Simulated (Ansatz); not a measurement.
## SrO, space group P6_3mc: the levels without and with spin-orbit coupling, step by step

Computed with Ansatz 0.2.0 through its Python package.

`POSCAR_sro`
```text
SrO
1.0
   4.27546627    0.00000000    0.00000000
  -2.13773313    3.70266240    0.00000000
   0.00000000    0.00000000    5.15559499
Sr O
2 2
Direct
   0.33333333    0.66666667    0.93812770
   0.66666667    0.33333333    0.43812770
   0.33333333    0.66666667    0.43687230
   0.66666667    0.33333333    0.93687230
```

Notebook, run cell by cell (the value of a cell's last expression is shown):

**Cell 1**
```python
import ansatz as az
from ase.io import read
```

**Cell 2**
```python
CUTOFF_EV = 420
MESH = (4, 4, 3)
OCCUPATIONS = 'Fermi-Dirac'
WIDTH_EV = 0.01
TOLERANCE = 1e-07
```

**Cell 3**
```python
atoms = read('POSCAR_sro', format='vasp')
structure = az.Crystal.from_ase(atoms)
```

**Cell 4**
```python
base = (
    structure.calculation()
    .functional(az.Functional.PBESOL)
    .basis(CUTOFF_EV)
    .kpoints(mesh=MESH)
    .occupations(OCCUPATIONS, width=WIDTH_EV)
    .scf(tolerance=TOLERANCE)
    .band_table()
)
for label, variant in (('scalar-relativistic', base), ('spin-orbit', base.spin(soc=True))):
    summary = variant.run(threads=1, pin='off').report
    zero = summary['band_edges_ev'][0] if summary.get('band_edges_ev') else summary['fermi_energy_ev']
    near = [round(e - zero, 3) for e in summary['eigenvalues_ev'][0] if abs(e - zero) < 3]
    print(label)
    print('  band edges (eV):', [round(e, 3) for e in summary.get('band_edges_ev') or []] or 'none reported')
    print('  levels at k =', summary['kpoints_frac'][0], 'within 3 eV of the zero:', near)
```
Output:
```text
scalar-relativistic
  band edges (eV): [5.822, 8.344]
  levels at k = [0.0, 0.0, 0.0] within 3 eV of the zero: [-1.04, -1.04, -0.872, -0.872, -0.317, 0.0, 2.522]
spin-orbit
  band edges (eV): [5.822, 8.344]
  levels at k = [0.0, 0.0, 0.0] within 3 eV of the zero: [-1.049, -1.049, -1.032, -1.032, -0.901, -0.901, -0.845, -0.845, -0.315, -0.315, -0.0, 0.0, 2.522, 2.522]
```

Caveats:
- The computed bands are complete only to about 5.6 eV above the Fermi level.
- Within a few hundredths of an angstrom the cell has the higher group P6_3/mmc; the lower one is a small distortion.
- The structure comes from a database of computed cells and needn't be a stable or known phase.
- Gaps and levels are Kohn-Sham values on a finite set of k-points.
- With spin-orbit coupling each level holds one electron and, with inversion or at time-reversal points, comes in pairs; a window in energy can cut a split set.
- Timing: 10 s on 1 thread of Arm Neoverse V1, with other jobs on the host, peak memory 0.54 GiB.

(Lines on the test bed's own set-up are left out of the output.)
